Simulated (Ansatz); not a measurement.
Crystal: HfN.

```
Hf N
1.0
     0.00000    2.45482    2.45482
     2.45482    0.00000    2.45482
     2.45482    2.45482    0.00000
Hf N
1 1
Cartesian
  0.0000 0.0000 0.0000
  1.2274 1.2274 1.2274
```

The cell comes from a database or a generator and needn't be the stable form of this composition.

* Program: Ansatz 0.2.0
* Task: relaxation of cell and atoms
* Functional: PBEsol
* Potentials or basis: Ansatz PAW
* Cutoff: 420 eV (not typed: the program's choice for these potentials)
* k mesh: 9 × 9 × 9
* Occupations: fermi-dirac, width 0.05 eV
* Spin: no spin polarisation

At the start: volume 14.79 Å³/atom.

Question: Where does the relaxation end?

Answer: It ends after 7 steps and the volume is 14.41 Å³/atom (-2.6 %); space group F-43m (No. 216, to 0.05 Å).

Step by step:
```tsv
step	energy change (eV)	largest force (eV/Å)	volume (Å³)
1	0.0000	0.0000	29.59
2	-0.0135	0.0000	28.60
3	-0.0141	0.0000	28.84
4	-0.0141	0.0000	28.83
5	-0.0124	0.0000	28.83
6	-0.0124	0.0000	28.81
7	-0.0124	0.0000	28.81
```

Final structure:
```cif
data_structure
_symmetry_space_group_name_H-M 'P 1'
_symmetry_Int_Tables_number 1
_cell_length_a 3.4412
_cell_length_b 3.4412
_cell_length_c 3.4412
_cell_angle_alpha 60.000
_cell_angle_beta 60.000
_cell_angle_gamma 60.000
_cell_volume 28.81
loop_
_atom_site_label
_atom_site_type_symbol
_atom_site_fract_x
_atom_site_fract_y
_atom_site_fract_z
_atom_site_occupancy
Hf1 Hf 0.00000 0.00000 0.00000 1
N1 N 0.25000 0.25000 0.25000 1
```

Caveat: the plane-wave basis is chosen anew once the cell has moved, so the energies of steps on either side of that aren't comparable; the pressure holds a Pulay correction of +0.4 GPa for the finite cutoff; the PAW data sets come from PBE, with cores solved anew for the run's functional, which leaves a small shift of forces and pressure.
